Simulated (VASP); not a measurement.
# MgTe: single point with PBE

The system is MgTe.

```xyz
4
Lattice="4.6095 0.0000 0.0000 -2.3047 3.9919 0.0000 0.0000 0.0000 7.4980" Properties=species:S:1:pos:R:3 pbc="T T T"
Mg    0.0000    2.6613    7.4736
Mg    2.3047    1.3306    3.7246
Te    0.0000    2.6613    2.7987
Te    2.3047    1.3306    6.5477
```

The cell is a database's computed one.

```json
{
 "Program": "VASP 6.6.1",
 "Task": "single point",
 "Functional": "PBE",
 "Potentials or basis": "VASP PAW PBE potentials, release 64 (Mg, Te)",
 "Cutoff": "520 eV",
 "k mesh": "9 × 9 × 4",
 "Occupations": "gaussian, width 0.02 eV",
 "Spin": "no spin polarisation",
 "Dipole correction": "no",
 "Further INCAR settings": "ALGO = Normal; EDIFF = 1e-06; NBANDS = 16"
}
```

* Pressure: 0.0 GPa
* Band gap on the k mesh: 2.36 eV, direct

Levels at points of the mesh, in eV from the valence-band top:
```csv
k point,band 4,band 5,band 6,band 7,band 8,band 9,band 10,band 11,band 12,band 13
"(0.00, 0.00, 0.00)",-0.48,-0.48,-0.01,-0.01,0.00,2.36,2.92,5.25,5.25,5.61
"(0.00, 0.00, 0.50)",-1.95,-0.26,-0.26,-0.26,-0.26,3.38,3.38,5.50,5.50,5.50
```

It took 57 s on 1 thread of Intel(R) Xeon(R) Platinum 8488C (Sapphire Rapids), on a shared host, peak memory 0.28 GiB.

Caveat: spin-orbit coupling is left out, which moves the levels of the heavy elements. PBE gaps usually lie below the measured ones, often by a third to a half.
